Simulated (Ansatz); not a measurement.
MgO in the 4H polytype structure, relaxed with r2SCAN. The symmetry is P6_3mc (No. 186, hexagonal); a = 3.247 Å, c = 10.396 Å in the conventional setting, 11.86 Å³ an atom. Mg has 4 O at 1.97–1.99 Å; Mg has 4 O at 1.97–1.98 Å; O has 4 Mg at 1.98–1.99 Å; O has 4 Mg at 1.97 Å.

```cif
data_structure
_symmetry_space_group_name_H-M 'P6_3mc'
_symmetry_Int_Tables_number 186
_cell_length_a 3.2466
_cell_length_b 3.2466
_cell_length_c 10.3956
_cell_angle_alpha 90.000
_cell_angle_beta 90.000
_cell_angle_gamma 120.000
_cell_volume 94.90
loop_
_atom_site_label
_atom_site_type_symbol
_atom_site_symmetry_multiplicity
_atom_site_Wyckoff_symbol
_atom_site_fract_x
_atom_site_fract_y
_atom_site_fract_z
_atom_site_occupancy
Mg1 Mg 2 a 0.00000 0.00000 0.99786 1
Mg2 Mg 2 b 0.33333 0.66667 0.24922 1
O1 O 2 a 0.00000 0.00000 0.18915 1
O2 O 2 b 0.33333 0.66667 0.43878 1
```

The questions ask for values computed with Ansatz on this geometry. Spin-unpolarised throughout. Whether this structure exists isn't addressed.

Given (12×12×4 mesh): PBE gives a direct gap of 3.64 eV at Γ.

(1) What does r2SCAN give for the gap (12×12×4 mesh)?

(2) How does the gap change from PBE to HSE06 (6×6×2)?

(3) What does PBE0 give for the gap (6×6×2 mesh)?

Results:

(1) r2SCAN gives a direct gap of 4.31 eV at Γ. The gap differs by +0.67 eV from PBE's.

(2) With HSE06 the gap is 5.24 eV and direct, at Γ. The gap differs by +1.60 eV from PBE's.

(3) The PBE0 gap is direct at Γ: 5.95 eV. The gap differs by +2.31 eV from PBE's.

The meshes of the hybrids are coarse, so their gaps aren't converged to the digits shown.
